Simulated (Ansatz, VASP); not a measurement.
## Cross-check of GeS between VASP and Ansatz

Aim: how closely do two programs agree when they are given the same cell, functional and k mesh? The structure shown is the start of the Ansatz relaxation below; VASP solves that cell, so the two are compared at the walk's first step.

Method: plane waves, with VASP 6.6.1 beside it; single point at PBE, in Ansatz 0.2.0.

## 1. Set-up

The cell holds 16 atoms: 8 Ge and 8 S. Cell: a = 3.646 Å, b = 4.299 Å, c = 34.403 Å, α = 90.0°, β = 90.0°, γ = 90.0°. It derives from GeS. Vacuum lies along c.

## 2. Ansatz: relaxation, PBE

Ansatz runs on its default PAW (the set named soft_2) files.

The two programs are compared at the cell with which this relaxation starts, whose forces are those of its first step.

Input file input.yaml:

```yaml
crystal:
  lattice:
    - [3.646, 0.0, 0.0]
    - [0.0, 4.299, 0.0]
    - [0.0, 0.0, 34.4025398]
  atoms:
    - { symbol: Ge, position: [0.75, 0.8723, 0.767459029] }
    - { symbol: S, position: [0.25, 0.5023, 0.758806749] }
    - { symbol: S, position: [0.75, 0.0023, 0.698179859] }
    - { symbol: Ge, position: [0.25, 0.3723, 0.68952758] }
    - { symbol: Ge, position: [0.75, 0.6277, 0.61513016] }
    - { symbol: S, position: [0.25, 0.9977, 0.60647788] }
    - { symbol: S, position: [0.75, 0.4977, 0.54585099] }
    - { symbol: Ge, position: [0.25, 0.1277, 0.53719871] }
    - { symbol: Ge, position: [0.75, 0.8723, 0.46280129] }
    - { symbol: S, position: [0.25, 0.5023, 0.45414901] }
    - { symbol: S, position: [0.75, 0.0023, 0.39352212] }
    - { symbol: Ge, position: [0.25, 0.3723, 0.38486984] }
    - { symbol: Ge, position: [0.75, 0.6277, 0.31047242] }
    - { symbol: S, position: [0.25, 0.9977, 0.301820141] }
    - { symbol: S, position: [0.75, 0.4977, 0.241193251] }
    - { symbol: Ge, position: [0.25, 0.1277, 0.232540971] }
kpoints:
  mp_grid: { grid: [8, 8, 1] }
scf:
  occupations: { method: fermi_dirac, width: 0.02 }
  n_extra_bands: 8
hamiltonian:
  xc: pbe
  pseudopotentials: { kind: paw }
output:
  forces: true
  write_potential: true
  volumetric_format: []
relax:
  f_tol: 0.01
  max_steps: 40
  cell: { fix: [c, alpha, beta] }
```

The run is started by

```bash
ansatz run input.yaml --threads 4 --pin off --max-ram 12288MiB --backend cpu --events-out ev --progress --plain --runs-dir out
```

Numbers of over 12 decimals in the logs are rounded to 6 here.

The log of the run:

```text
scf.n_extra_bands = 8 over 80 filled bands (N_el = 160.0): the run solves 88 bands
Engine: ansatz 0.2.0, aarch64-unknown-linux-gnu
Pseudopotentials: kind: paw
Pseudopotential: Ge, paw, valence charge 14, recommended cutoff 420 eV (normal), Ge.paw.azcp
Pseudopotential: S, paw, valence charge 6, recommended cutoff 420 eV (normal), S.paw.azcp
Functional definition: PBE
  parameter kappa = 0.804
  parameter beta = 0.066725
  exchange = pbe_x(kappa = kappa, mu = beta*pi^2/3)
  correlation = pbe_c(beta = beta)
Crystal: 16 atoms, lattice volume = 539.231 Å³
Basis set: ecut = 420 eV, 10553 PW (Γ), exchange–correlation on 50×60×480 points (8 copies of the dense FFT grid, shifted against one another)
Bands: 88, of which v1, the nominal top of the filled ones, is band 80 counted from 1 (79 counted from 0)
Symmetry: 4 space group operations
Space group: P21/m (ITA 11), of the structure as read, at distance tolerance 8.1e-5 Å
k-points: 25 of 64
Non-local potential: Ge, projectors of the file, l = 0: 2, l = 1: 2, l = 2: 3, l = 3: 1
Non-local potential: S, projectors of the file, l = 0: 2, l = 1: 2, l = 2: 2
PAW form: soft (Blöchl's): semilocal exchange-correlation on the pseudo side does not see the compensation charge
PAW one-centre angular grid: Ge, 590 points (default); XC on 64 Gauss nodes
PAW one-centre angular grid: S, 110 points (default); XC on 64 Gauss nodes
Initial density: superposition of atomic densities (neutral atoms: chi_scale 0, normalization atom), corrected by the library's trained network
Initial wavefunctions: pseudopotential atomic-orbital guess
Functional: x = pbe(κ = 0.804, μ = 0.219515), c = pbe(β = 0.066725)
SCF iter   1: F=—  HF=-41580.418769 eV  |F-HF|=—  |Δ(HF+E_count)|=         —  Δρ=1.65e-3  dr2=6.46e-2  ethr=1.77e-3  ⟨swp⟩=7.1  Hψ=8486  notcnv=0  defer=2
preconditioner: auto → Resta (q_TF=auto, 2.228 Å⁻¹)  ε∞=2.3  [insulator: Δε(μ)=1.186 eV  Ē_g=17.524 eV  σ=0.020 eV  W_gap=1.00  n_scr=92 (ndim 8)  ℏωp=20.2 eV  f_vac=0.375  D(μ)=0.00/eV (n_scr^D=0)  ε∞_Penn≈2.3  vacuum switching on, ρ_ref=2.2e-2 e/Å³]
SCF iter   2: F=—  HF=-41580.416128 eV  |F-HF|=—  |Δ(HF+E_count)|=   2.64e-3  Δρ=1.06e-3  dr2=8.29e-2  ethr=4.04e-5  ⟨swp⟩=3.0  Hψ=3502  notcnv=0  defer=72
SCF iter   3: F=—  HF=-41580.409566 eV  |F-HF|=—  |Δ(HF+E_count)|=   6.56e-3  Δρ=5.07e-4  dr2=7.29e-3  ethr=4.04e-5  ⟨swp⟩=3.6  Hψ=2821  notcnv=0  defer=72
SCF iter   4: F=—  HF=-41580.409649 eV  |F-HF|=—  |Δ(HF+E_count)|=   8.33e-5  Δρ=2.50e-4  dr2=8.99e-4  ethr=4.56e-6  ⟨swp⟩=2.1  Hψ=2716  notcnv=0  defer=69
SCF iter   5: F=—  HF=-41580.409752 eV  |F-HF|=—  |Δ(HF+E_count)|=   1.03e-4  Δρ=1.18e-4  dr2=1.06e-4  ethr=5.62e-7  ⟨swp⟩=2.0  Hψ=2867  notcnv=0  defer=67
SCF iter   6: F=—  HF=-41580.409802 eV  |F-HF|=—  |Δ(HF+E_count)|=   4.92e-5  Δρ=4.17e-5  dr2=7.72e-6  ethr=6.61e-8  ⟨swp⟩=2.0  Hψ=2812  notcnv=0  defer=67
SCF iter   7: F=—  HF=-41580.410017 eV  |F-HF|=—  |Δ(HF+E_count)|=   2.15e-4  Δρ=1.08e-5  dr2=5.87e-7  ethr=4.82e-9  ⟨swp⟩=2.0  Hψ=3153  notcnv=0  defer=67
SCF iter   8: F=-41580.410017 eV  HF=-41580.410017 eV  |F-HF|=2.90e-8  |Δ(HF+E_count)|=   7.77e-7  Δρ=2.63e-6  dr2=4.11e-8  ethr=6.25e-11  ⟨swp⟩=10.0  Hψ=15494  notcnv=0
SCF 1 converged in 8 iterations: F = -41580.410017 eV  dr2 = 4.11e-8
  greatest PAW one-centre occupation: 0.998 electrons in one spin orbital (limit 2), on the Ge atom at site 11 (counted from 0), in its partial waves of l = 2
relax step   1: F+E_penalty+E_count = -41580.41001735 eV  Δ(F+E_penalty+E_count) = +0.000e0 eV  max|allowed force component| = 1.698e-1 eV/Å  Δτ_max = 0.0000 Å  P = +1.287 GPa  Ω = 539.231 Å³  fix = [c, alpha, beta]  reactions: c +0.844 GPa; alpha -0.048 GPa/rad  (8 SCF iters, dr2 threshold 1.00e-7 eV, accepted)
Crystal: 16 atoms, lattice volume = 564.180 Å³
Basis set: ecut = 420 eV, 11041 PW (Γ), exchange–correlation on 50×60×480 points (8 copies of the dense FFT grid, shifted against one another)
Initial density: handed on by an earlier stage of this run
Initial wavefunctions: those handed on with the density
iter 1 solved again at ethr=1.29e-4 eV; its pass at ethr=3.10e-3 eV (dr2=2.06e-1 eV) is discarded
SCF iter   1: F=—  HF=-41580.528070 eV  |F-HF|=—  |Δ(HF+E_count)|=         —  Δρ=6.86e-3  dr2=2.11e-1  ethr=1.29e-4  ⟨swp⟩=2.0  Hψ=11426  notcnv=0
preconditioner: auto → Resta (q_TF=auto, 2.211 Å⁻¹)  ε∞=2.3  [insulator: Δε(μ)=1.433 eV  Ē_g=17.454 eV  σ=0.020 eV  W_gap=1.00  n_scr=92 (ndim 8)  ℏωp=19.8 eV  f_vac=0.365  D(μ)=0.00/eV (n_scr^D=0)  ε∞_Penn≈2.3  vacuum switching on, ρ_ref=2.2e-2 e/Å³]
SCF iter   2: F=—  HF=-41580.512632 eV  |F-HF|=—  |Δ(HF+E_count)|=   1.54e-2  Δρ=3.46e-3  dr2=7.35e-2  ethr=1.29e-4  ⟨swp⟩=3.2  Hψ=3174  notcnv=0  defer=1
SCF iter   3: F=—  HF=-41580.516676 eV  |F-HF|=—  |Δ(HF+E_count)|=   4.04e-3  Δρ=2.17e-3  dr2=8.67e-2  ethr=4.60e-5  ⟨swp⟩=4.0  Hψ=3602  notcnv=0  defer=13
[...]
SCF iter   6: F=—  HF=-41580.528353 eV  |F-HF|=—  |Δ(HF+E_count)|=   5.52e-5  Δρ=4.69e-6  dr2=1.35e-7  ethr=8.96e-10  ⟨swp⟩=2.0  Hψ=2725  notcnv=0
SCF iter   7: F=—  HF=-41580.528360 eV  |F-HF|=—  |Δ(HF+E_count)|=   7.25e-6  Δρ=1.63e-6  dr2=1.33e-8  ethr=8.44e-11  ⟨swp⟩=2.0  Hψ=2731  notcnv=0
SCF iter   8: F=—  HF=-41580.528361 eV  |F-HF|=—  |Δ(HF+E_count)|=   1.14e-6  Δρ=4.55e-7  dr2=1.51e-9  ethr=8.29e-12  ⟨swp⟩=2.2  Hψ=3140  notcnv=0
SCF iter   9: F=-41580.528361 eV  HF=-41580.528361 eV  |F-HF|=3.00e-9  |Δ(HF+E_count)|=   5.00e-8  Δρ=8.98e-8  dr2=5.33e-11  ethr=1.00e-12  ⟨swp⟩=5.1  Hψ=12311  notcnv=0
SCF 8 converged in 9 iterations: F = -41580.528361 eV  dr2 = 5.33e-11
relax step   8: F+E_penalty+E_count = -41580.52836145 eV  Δ(F+E_penalty+E_count) = -2.081e-3 eV  max|allowed force component| = 3.324e-3 eV/Å  Δτ_max = 0.0000 Å  P = +0.007 GPa  Ω = 563.225 Å³  fix = [c, alpha, beta]  reactions: c +0.011 GPa; alpha -0.001 GPa/rad  stress off target by 8.11e-3 GPa on what of the cell is left free  SCF on the basis re-selected at this cell (its energy is not comparable with the rows above)  (9 SCF iters)
basis re-selected at this cell: Δ(F+E_penalty+E_count) = -2.081e-3 eV, ΔP = +0.003 GPa vs the last step (what re-selecting the basis moved, of the pressure what is left beyond the Pulay correction that the steps carried, after the strain that the cell walked since its last selection, with what the two solves' SCF thresholds leave and, on support functions, any second-order correction that the steps lacked; it is no m [...]
SCF converged after 9 iterations
Free energy (F): -41580.528361 eV
Harris-Foulkes:  -41580.528361 eV  (|F-HF|=3.00e-9)
Internal energy: -41580.528361 eV  (E = F + TS)
E sigma→0 (E₀):  -41580.528361 eV
Fermi energy:    3.001092 eV
--- Per-component energies (eV) ---
  E_band       = -2018.337951
  E_kinetic    = 1722.064343
  E_local      = -138545.298022  (includes V_loc(G=0)·N_el)
  E_nonlocal   = 3542.813481
  E_hartree    = 67469.619173
  E_xc         = -1375.131569
  E_vxc        = -1205.813374  (∫ρ·V_xc dr)
  E_paw        = -20922.531344  (= ΣΔE_a)
  E_vpaw       = -2471.344789  (= ΣTr[D̂ρ^β])
  E_aug_tail   = 0.002533  (compensation charges beyond the density's cutoff)
  E_ewald      = 46527.933042
  E_smearing   = -0.000000  (= −TS)
  E_closure    = 0.000000  (closes the sum)
  Σ components = -41580.528361   (vs F -41580.528361, Δ=0.00e0)
--- Forces (eV/Å), atoms counted from 1 ---
  atom   1  Ge     0.00000000     0.00056106    -0.00071144
  atom   2  S     -0.00000000    -0.00026179     0.00332379
  atom   3  S     -0.00000000    -0.00029475    -0.00069826
  atom   4  Ge     0.00000000     0.00009371    -0.00127802
  atom   5  Ge    -0.00000000    -0.00067448     0.00224496
  atom   6  S      0.00000000     0.00057911     0.00143445
  atom   7  S      0.00000000     0.00040719    -0.00167599
  atom   8  Ge    -0.00000000    -0.00015441    -0.00162245
  atom   9  Ge     0.00000000     0.00015441     0.00162245
  atom  10  S     -0.00000000    -0.00040719     0.00167599
  atom  11  S     -0.00000000    -0.00057911    -0.00143445
  atom  12  Ge     0.00000000     0.00067448    -0.00224496
  atom  13  Ge    -0.00000000    -0.00009371     0.00127802
  atom  14  S      0.00000000     0.00029475     0.00069826
  atom  15  S      0.00000000     0.00026179    -0.00332379
  atom  16  Ge    -0.00000000    -0.00056106     0.00071144
  max |Σ_I F_I| component: 8.67e-19 eV/Å
--- Stress (GPa, compression-positive) ---
        0.001603      -0.000000       0.000000
       -0.000000       0.008108       0.000757
        0.000000       0.000757       0.011253
  P = ⅓ Tr σ = 0.0070 GPa (0.070 kbar)
--- Band table (eV; the first three rows and the last of 25) ---
  k-point 0: bands = [... 76 lower, 1.6666, 1.9187, 2.1753, 2.3352, 3.7365, 4.2037, 4.7087, 4.8446, ... 4 higher]
  k-point 1: bands = [... 76 lower, 1.4571, 1.7199, 2.0129, 2.2274, 3.8305, 4.2882, 4.7809, 4.9728, ... 4 higher]
  k-point 2: bands = [... 76 lower, 1.6191, 1.7769, 1.9356, 2.0252, 4.1428, 4.2833, 4.4561, 4.6451, ... 4 higher]
  k-point 24: bands = [... 76 lower, 1.1089, 1.1089, 1.1559, 1.1559, 5.3356, 5.3356, 5.3667, 5.3667, ... 4 higher]
--- Relaxed structure (7 steps of the walk, 7 accepted, 1 SCFs on fresh bases) ---
  F+E_penalty+E_count = -41580.52836145 eV   max|allowed force component| = 3.324e-3 eV/Å   (the final SCF, on the basis selected at the relaxed cell)
  cell:  # Å, volume = 563.2253 Å³
    - [3.661026, 0, 0]
    - [0, 4.471867, 0]
    - [0, 0, 34.4025398]
  atoms:
    - { symbol: Ge, position: [0.750000, 0.871954, 0.772505] }
    - { symbol: S, position: [0.25, 0.508266, 0.765265] }
    - { symbol: S, position: [0.750000, 0.00613485, 0.704023] }
    - { symbol: Ge, position: [0.25, 0.370224, 0.696331] }
    - { symbol: Ge, position: [0.750000, 0.635823, 0.617133] }
    - { symbol: S, position: [0.25, 0.996336, 0.608572] }
    - { symbol: S, position: [0.750000, 0.496421, 0.547908] }
    - { symbol: Ge, position: [0.25, 0.135559, 0.539347] }
    - { symbol: Ge, position: [0.750000, 0.864441, 0.460653] }
    - { symbol: S, position: [0.25, 0.503579, 0.452092] }
    - { symbol: S, position: [0.750000, 0.00366428, 0.391428] }
    - { symbol: Ge, position: [0.25, 0.364177, 0.382867] }
    - { symbol: Ge, position: [0.750000, 0.629776, 0.303669] }
    - { symbol: S, position: [0.25, 0.993865, 0.295977] }
    - { symbol: S, position: [0.750000, 0.491734, 0.234735] }
    - { symbol: Ge, position: [0.25, 0.128046, 0.227495] }
```

(Part 1 of 2 ends here.)

[Lines on the potential files, build, host, timing and source positions are cut from VASP's logs without a mark.]

[Logs are printed without paths, hosts, clocks, repeated set-up lines and the standing remarks that a program may print on its own settings, such as how far it seeks lower states.]

[Hosts, paths, dates, database ids (printed as entryN), source tags and the programs' standing remarks are cut or masked in the printed files.]
